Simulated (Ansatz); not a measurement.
**AlN: generalised stacking fault**

All numbers below come from Ansatz 0.2.0, DFT r2SCAN, scalar-relativistic, plane waves, PAW. Settings: plane waves to 500 eV, k-mesh 8×8×2 (Γ-centred), Gaussian smearing 0.05 eV. No spin polarisation. Energies are free energies at this smearing, counted from the undisturbed cell; pressure is positive in compression.

The starting cell (relaxed at this level; this zinc-blende form isn't the usual structure):

```
CELL_PARAMETERS angstrom
2.18490 -2.18490 0.00000
2.18490 0.00000 -2.18490
8.73960 8.73960 8.73960
ATOMIC_POSITIONS crystal
Al 0.00000 0.00000 0.39580
Al 0.33333 0.33333 0.22913
Al 0.66667 0.66667 0.56247
Al 0.00000 0.00000 0.89580
Al 0.33333 0.33333 0.72913
Al 0.66667 0.66667 0.06247
N 0.66667 0.66667 0.43747
N 0.00000 0.00000 0.27080
N 0.33333 0.33333 0.60413
N 0.66667 0.66667 0.93747
N 0.00000 0.00000 0.77080
N 0.33333 0.33333 0.10413
```

The cut lies on the cell's a–b face, a (1 -1 1) plane (indices in the standard cell, whose axes needn't be the Cartesian ones shown) of area 8.27 Å², between layers 1.89 Å apart. Vector c is tilted by f times 1·a + 0·b (length 3.090 Å) with the atoms' Cartesian places fixed: one unrelaxed fault a cell.

```tsv
f	γ (mJ/m²)	shear traction, the slope of γ along the slip (GPa)	gap on the mesh (eV)
0.0000	0	0.0	3.94
0.1000	215	13.9	3.78
0.2000	834	25.4	3.61
0.3000	1699	28.6	3.52
0.4000	2468	?	?
0.5000	2776	0.0	3.60
```

By symmetry 0.6000 repeats 0.4000, 0.8000 repeats 0.2000, 0.7000 repeats 0.3000, 0.9000 repeats 0.1000 in energy, with the opposite slope along the path.

Problem. Give the withheld values.

Solution. shear traction, the slope of γ along the slip (GPa) at f = 0.4000: 19.0; gap on the mesh (eV) at f = 0.4000: 3.58.

Cost: 6 runs of about 5.1 core-minutes in all, on Intel Xeon Platinum 8259CL (Skylake/Cascade Lake) (shared hosts).